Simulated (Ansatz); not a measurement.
WSe2

```
W Se
1.0
     0.00000    3.10134    3.10134
     3.10134    0.00000    3.10134
     3.10134    3.10134    0.00000
W Se
1 2
Cartesian
  0.0000 0.0000 0.0000
  1.5507 1.5507 1.5507
  4.6520 4.6520 4.6520
```

Atom numbers follow the list: W1, Se2, Se3.

The cell was built from the fluorite type and relaxed in the same program, and has space group Fm-3m; it needn't be a known or the stable phase.

Spin–orbit coupling is left out, though it moves levels of the heavy atoms by tenths of an eV or more.

Levels of theory: DFT, PBE, all-electron LAPW, scalar-relativistic (Ansatz 0.2.0); DFT, PBE, PAW with Ansatz's default frozen-core files, scalar-relativistic (Ansatz 0.2.0).

For LAPW: a Γ-centred 11×11×11 k mesh, Fermi–Dirac smearing of 0.05 eV, basis error target 1 meV/atom, no spin polarisation. PAW takes a cutoff of 420 eV at this cell. The Ansatz runs share mesh, smearing and spin set-up. Values come from LAPW unless marked.

| Item | Value |
| --- | --- |
| Band gap | none: bands cross the Fermi level, a metal |
| Pressure at this cell | 0.03 GPa |
| Volume per atom | 19.89 Å³ |

Give the computed value. Bader charges (from the PAW run).

W1 +1.08, Se2 -0.54 e.

Predict this quantity. Density of states at the Fermi level (0.2 eV bin).

4.22 states/eV per cell.

Predict this quantity. Löwdin charges (with 0.21 e of the cell spilling out of the atomic basis, so their sizes and signs hang on that basis).

W1 0.33, Se2 -0.06 e.
